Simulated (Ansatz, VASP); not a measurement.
## One calculation of Cd, two programs

```
Cd
1.0
     0.00000    2.20177    2.20177
     2.20177    0.00000    2.20177
     2.20177    2.20177    0.00000
Cd
1
Direct
  0.00000 0.00000 0.00000
```

Alike in both runs: functional r2SCAN; dispersion D4; k mesh 10 × 10 × 10; no spin polarisation.

Ansatz relaxed the structure, and its values are those at the end. VASP's run is a single point on that final structure, the one shown.

|  | VASP | Ansatz |
| --- | --- | --- |
| version | VASP 6.6.1 | Ansatz 0.2.0 |
| potentials or method | VASP PAW PBE potentials, release 64 (Cd) | plane waves, PAW |
| plane-wave cutoff (eV) | 520 | 500 |
| occupations | methfessel-paxton of order 1, width 0.1 eV | cold, width 0.1 eV |
| valence electrons in the cell | 12 | 20 |

Ansatz gave:

| Property | Result |
| --- | --- |
| pressure (GPa) | 0.0 |
| dispersion energy (meV/atom) | -142.6 |

Problem. What did VASP give for the same quantities?

Solution. Pressure (GPa): 0.4; dispersion energy (meV/atom): -142.4.

The two sets of potentials don't hold the same shells in valence.

Caveats: the PAW data sets were made with another functional, which shifts forces and pressure a little (VASP); pairwise dispersion overbinds metals, which lowers pressure and volume.
